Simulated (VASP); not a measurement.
# ScAl3N4 (Pm) in VASP: further runs

One crystal, ScAl3N4, is run at these levels: PBEsol; tasks: phonons, dielectric tensor.

All numbers are computed with VASP 6.6.1; they aren't measurements. Logs are shortened: lines on timing, memory, paths and dates and some standing lists are left out, and cuts for length are marked.

**1. The crystal as given**

Symmetry: Pm, No. 6, monoclinic system. Conventional cell: a = 5.029 Å, b = 3.205 Å, c = 5.615 Å, α = 90.00°, β = 90.31°, γ = 90.00°. Sc (site symmetry m) is surrounded by 4 N at 2.01 to 2.13 Å. Al (site symmetry m) is surrounded by 4 N at 1.85 to 1.92 Å. Around Al (site symmetry m) lie 4 N at 1.90 to 1.94 Å. Al (site symmetry m) has 4 N at 1.88 to 1.94 Å as nearest neighbours. N (site symmetry m) is surrounded by 3 Al at 1.93 to 1.94 Å and 1 Sc at 2.13 Å. N (site symmetry m) is surrounded by 4 Al at 1.92 to 1.94 Å. N (site symmetry m) has 3 Al at 1.90 Å and 1 Sc at 2.07 Å as nearest neighbours. N (site symmetry m) is surrounded by 2 Al at 1.85 to 1.88 Å and 2 Sc at 2.01 Å.

The cell was built by a generator and needn't be a form met in nature.

**2. Phonons, PBEsol**

Contents of POSCAR:

```
ScAl3N4
1.0
    1.6023936050      2.7754271303     -0.0000000000
   -0.0121588671      0.0070199252      5.0290504690
    4.8631451831     -2.8077381790     -0.0151149480
  Sc              Al              N
     1     3     4
Direct
     0.5000000000000000    0.9879364629249295    0.8344743761533612
     0.0000000000000000    0.9963992303654101    0.3335060858287217
     0.5000000000000000    0.4983207737957398    0.1730657758012354
     0.0000000000000000    0.4996801339032347    0.6596060421514477
     0.5000000000000000    0.4115374972244471    0.8352198849387973
     0.0000000000000000    0.3773703227939052    0.3322077469145769
     0.4999999999999787    0.8757746408064501    0.1881779368242033
     0.0000000000000213    0.8729809381858938    0.6437421513876493
```

Contents of INCAR.step1:

```
PREC = Accurate
ENCUT = 600
EDIFF = 1E-8
ISMEAR = 0
SIGMA = 0.03
LREAL = F
LASPH = T
NELM = 80
ALGO = Normal
ISIF = 3
LWAVE = F
LCHARG = F
GGA = PS
KPAR = 4
IBRION = 2
NSW = 40
EDIFFG = -0.002
```

Contents of INCAR.step2:

```
PREC = Accurate
ENCUT = 600
EDIFF = 1E-8
ISMEAR = 0
SIGMA = 0.03
LREAL = F
LASPH = T
NELM = 80
ALGO = Normal
ISIF = 2
LWAVE = F
LCHARG = F
GGA = PS
KPAR = 4
IBRION = 6
NFREE = 2
POTIM = 0.015
NSW = 1
```

Contents of KPOINTS:

```
Automatic mesh
0
Gamma
  6 4 4
```

Potentials or basis: VASP PAW PBE potentials, release 64 (Sc_sv, Al, N).

Started as:

```sh
> cat potpaw_PBE.64/Sc_sv/POTCAR potpaw_PBE.64/Al/POTCAR potpaw_PBE.64/N/POTCAR > POTCAR
> cp INCAR.step1 INCAR
> mpirun -np 4 vasp_std > vasp.out
> cp CONTCAR POSCAR
> cp INCAR.step2 INCAR
> mpirun -np 4 vasp_std > vasp.out
```

OUTCAR:

```text
PREC = Accurate
   ENCUT = 600
   EDIFF = 1E-8
   ISMEAR = 0
   LREAL = F
   LASPH = T
   NELM = 80
   ISIF = 2
   GGA = PS
   IBRION = 6
   NFREE = 2
   POTIM = 0.015
   NSW = 1

 ion  position               nearest neighbor table
   1  0.500  0.988  0.834-   8 2.01   8 2.01   7 2.07   5 2.13   4 3.09   4 3.09   3 3.12   3 3.19
                             4 3.19   4 3.19   2 3.23   2 3.23   2 3.24   2 3.24
   2  0.000  0.996  0.334-   8 1.85   7 1.90   7 1.90   6 1.92   3 3.10   3 3.10   4 3.11   4 3.12
                             3 3.13   3 3.13   1 3.23   1 3.23   1 3.24   1 3.24
   3  0.500  0.498  0.173-   7 1.90   6 1.93   6 1.93   5 1.94   2 3.10   2 3.10   1 3.12   2 3.13
                             2 3.13   4 3.17   4 3.17   1 3.19   4 3.30   4 3.30
   4  0.000  0.500  0.660-   8 1.88   5 1.93   5 1.93   6 1.94   1 3.09   1 3.09   2 3.11   2 3.12
                             3 3.17   3 3.17   1 3.19   1 3.19   3 3.30   3 3.30
   5  0.500  0.412  0.835-   4 1.93   4 1.93   3 1.94   1 2.13
   6  0.000  0.377  0.332-   2 1.92   3 1.93   3 1.93   4 1.94
   7  0.500  0.876  0.188-   2 1.90   2 1.90   3 1.90   1 2.07
   8  0.000  0.873  0.644-   2 1.85   4 1.88   1 2.01   1 2.01

  LATTYP: Found a simple monoclinic cell.
 ALAT       =     5.0288788314
 B/A-ratio  =     0.6373417061
 C/A-ratio  =     1.1165494043
 COS(beta)  =    -0.0055660250

  Lattice vectors:

 A1 = (  -0.0123377946,   0.0071232290,   5.0288586517)
 A2 = (  -1.6025571103,  -2.7757103298,   0.0000000000)
 A3 = (   4.8627072612,  -2.8074853447,  -0.0153464305)

Analysis of symmetry for initial positions (statically):
=====================================================================
 Subroutine PRICEL returns:
 Original cell was already a primitive cell.

 Routine SETGRP: Setting up the symmetry group for a
 simple monoclinic supercell.

 Subroutine GETGRP returns: Found  2 space group operations
 (whereof  2 operations were pure point group operations)
 out of a pool of  4 trial point group operations.

The static configuration has the point symmetry C_1h.

Analysis of symmetry for dynamics (positions and initial velocities):
=====================================================================
 Subroutine PRICEL returns:
 Original cell was already a primitive cell.

 Routine SETGRP: Setting up the symmetry group for a
 simple monoclinic supercell.

 Subroutine GETGRP returns: Found  2 space group operations
 (whereof  2 operations were pure point group operations)
 out of a pool of  4 trial point group operations.

The dynamic configuration has the point symmetry C_1h.

 Subroutine INISYM returns: Found  2 space group operations
 (whereof  2 operations are pure point group operations),
 and found     1 'primitive' translations

----------------------------------------------------------------------------------------

                                     Primitive cell

  volume of cell :      90.5018

  direct lattice vectors                    reciprocal lattice vectors
     1.602557110  2.775710330 -0.000000000     0.156000681  0.270201105 -0.000000000
    -0.012337795  0.007123229  5.028858652     0.000470679 -0.000271746  0.198853818
     4.862707261 -2.807485345 -0.015346430     0.154236265 -0.089048349  0.000504537

  length of vectors
     3.205114214  5.028878831  5.614991664     0.312001362  0.198854561  0.178097413

  position of ions in fractional coordinates (direct lattice)
     0.500000000  0.987913137  0.834481009
     0.000000000  0.996427511  0.333503153
     0.500000000  0.498388659  0.173069508
     0.000000000  0.499617514  0.659624137
[... 116 lines left out ...]
   LEPSILON=     F    determine dielectric tensor
   LRPA    =     F    only Hartree local field effects (RPA)
 finite differences with symmetry
 non-spin polarized calculation
 Gauss-broadening in eV      SIGMA  =   0.03
  energy-cutoff  :      600.00
  volume of cell :       90.50
 maximum number of plane-waves:      3056
 NGX is ok and might be reduce to    28
   NGX = 13   NGY = 21   NGZ = 23

--------------------------------------- Ionic step        1  -------------------------------------------

 number of electron      40.0000006 magnetization

 Free energy of the ion-electron system (eV)
  ---------------------------------------------------
  ext. energy  EPLUGINS =         0.00000000
  ---------------------------------------------------
  free energy    TOTEN  =       -65.16514044 eV

  energy without entropy =      -65.16514044  energy(sigma->0) =      -65.16514044

------------------------ aborting loop because EDIFF is reached ----------------------------------------

  FORCE on cell =-STRESS in cart. coord.  units (eV):
  Direction    XX          YY          ZZ          XY          YZ          ZX
  --------------------------------------------------------------------------------------
  -------------------------------------------------------------------------------------
  Total       -0.0008167     -0.0010034     -0.0005840     -0.0001617     -0.0002628      0.0004557
  in kB       -0.0144581     -0.0177635     -0.0103384     -0.0028626     -0.0046523      0.0080673
  external PRESSURE =      -0.0141867 kB  Pullay stress =       0.0000000 kB
[... 107 lines left out ...]
  FREE ENERGIE OF THE ION-ELECTRON SYSTEM (eV)
  ---------------------------------------------------
  free  energy   TOTEN  =       -65.1626883457 eV

  energy  without entropy=      -65.1626883457  energy(sigma->0) =      -65.16268835

[... ionic steps 4 to 30 ...]

--------------------------------------- Ionic step       31  -------------------------------------------

 number of electron      40.0000005 magnetization

------------------------ aborting loop because EDIFF is reached ----------------------------------------
[... 79 lines left out ...]
--------------------------------------- Ionic step       33  -------------------------------------------

 number of electron      40.0000005 magnetization

 Free energy of the ion-electron system (eV)
  ---------------------------------------------------
  ext. energy  EPLUGINS =         0.00000000
  ---------------------------------------------------
  free energy    TOTEN  =       -65.16304047 eV

  energy without entropy =      -65.16304047  energy(sigma->0) =      -65.16304047

 E-fermi :   5.4086     XC(G=0): -11.0336

 val. band max:        5.1331213205   @ k =   0.5000   0.5000   0.5000
 cond. band min:       8.6609590418   @ k =   0.0000   0.0000   0.0000
 fundamental gap:      3.5278377213
 Fermi energy:         5.4086354501

 k-point     1 :       0.0000    0.0000    0.0000
  band No.  band energies     occupation
      1     -41.5117      2.00000
      2     -20.4095      2.00000
      3     -20.3934      2.00000
      4     -20.2475      2.00000
      5      -9.3958      2.00000
      6      -7.6779      2.00000
[... 661 lines left out ...]
     24      10.5220      0.00000
     25      10.7310      0.00000

 [... further k-points ...]

------------------------ aborting loop because EDIFF is reached ----------------------------------------

  FORCE on cell =-STRESS in cart. coord.  units (eV):
  Direction    XX          YY          ZZ          XY          YZ          ZX
  --------------------------------------------------------------------------------------
  -------------------------------------------------------------------------------------
  Total       -0.1527902     -0.1125176      0.2793772      0.0348771      0.0003717     -0.0006433
  in kB       -2.7048861     -1.9919292      4.9458910      0.6174387      0.0065798     -0.0113877
  external PRESSURE =       0.0830252 kB  Pullay stress =       0.0000000 kB
[... 23 lines left out ...]
  FREE ENERGIE OF THE ION-ELECTRON SYSTEM (eV)
  ---------------------------------------------------
  free  energy   TOTEN  =       -65.1630404682 eV

  energy  without entropy=      -65.1630404682  energy(sigma->0) =      -65.16304047

 INTERNAL STRAIN TENSORS FROM DISPLACED ATOMS
 ============================================

 INTERNAL STRAIN TENSOR FOR ION    1 for displacements in x,y,z  (eV/Angst):
          X           Y           Z          XY          YZ          ZX
  --------------------------------------------------------------------------------
  x    -3.43386    -1.42571    -1.08742   -12.79194     0.20467    -8.18862
  y   -12.54850    15.35418     0.62782    -1.00407    -7.95227     0.20467
  z    -8.78542    -8.67178    14.31598     0.09841     0.54080    -0.93669

 INTERNAL STRAIN TENSOR FOR ION    8 for displacements in x,y,z  (eV/Angst):
          X           Y           Z          XY          YZ          ZX
  --------------------------------------------------------------------------------
  x    -0.50865     2.03617     2.42610    13.09002    -1.55111     6.77487
  y    11.17981   -12.06173    -1.40071    -1.27241     4.98380    -1.55111
  z    10.25904     7.53568   -17.94605    -2.35850    -0.00950     0.01645

 Eigenvectors and eigenvalues of the dynamical matrix
 ----------------------------------------------------

   1 f  =   22.831554 THz   143.454885 2PiTHz  761.578668 cm-1    94.423678 meV
             X         Y         Z           dx          dy          dz
      4.846927 -0.947901  4.955269     0.050124   -0.028939    0.079791
      1.609434 -0.929207  5.005775     0.236448   -0.136513   -0.151746
      1.636716  0.905515  2.503670    -0.094129    0.054345   -0.006058
      3.201395 -1.848326  2.502383     0.109255   -0.063078   -0.062201
      4.857642 -0.954087  2.056639    -0.028017    0.016176   -0.037289
      1.610453 -0.929796  1.892806     0.035049   -0.020236    0.045137
      1.705664  0.865708  4.401437     0.290883   -0.167942    0.022845
      3.119607 -1.801106  4.379934    -0.737009    0.425512    0.131849
[... 243 lines left out ...]
  24 f/i=    0.002841 THz     0.017848 2PiTHz    0.094752 cm-1     0.011748 meV
             X         Y         Z           dx          dy          dz
      4.846927 -0.947901  4.955269    -0.082405    0.047577   -0.487748
      1.609434 -0.929207  5.005775    -0.063869    0.036875   -0.378123
      1.636716  0.905515  2.503670    -0.063811    0.036842   -0.378086
      3.201395 -1.848326  2.502383    -0.063784    0.036826   -0.378070
      4.857642 -0.954087  2.056639    -0.045928    0.026516   -0.272338
      1.610453 -0.929796  1.892806    -0.045945    0.026526   -0.272344
      1.705664  0.865708  4.401437    -0.046005    0.026561   -0.272321
      3.119607 -1.801106  4.379934    -0.045985    0.026550   -0.272262

 ELASTIC MODULI CONTR FROM IONIC RELAXATION (kBar)
 Direction    XX          YY          ZZ          XY          YZ          ZX
 --------------------------------------------------------------------------------
 XX        -827.0618    343.5769    526.4284    -70.2987    -89.6910    -37.0507
 YY         343.5769   -810.2672    476.2301     84.8433    102.9424     14.0985
 ZZ         526.4284    476.2301  -1279.9473    -43.4730      0.1119     -0.1938
 XY         -70.2987     84.8433    -43.4730   -491.5494    -25.5745    -66.7860
 YZ         -89.6910    102.9424      0.1119    -25.5745   -170.1142      3.0676
 ZX         -37.0507     14.0985     -0.1938    -66.7860      3.0676   -173.6566
 --------------------------------------------------------------------------------
```

Run time: 12 min. Hardware: 4 MPI ranks of Intel Xeon 6975P-C (Granite Rapids), shared host; peak memory 0.45 GiB.

What came out:

```yaml
Highest_phonon_frequency_at_Γ_LO-TO_splitting_left_out: 762 cm⁻¹
```

Phonon frequencies in cm⁻¹ (negative: imaginary):
| q point | frequencies |
| --- | --- |
| (0.000, 0.000, 0.000) | 0 0 0 177 215 226 261 316 357 448 461 490 535 575 578 593 595 616 618 640 641 667 688 762 |

Caveat: the PAW data sets were made with another functional, which shifts forces and pressure a little.

(Continued in part 2 of 2.)
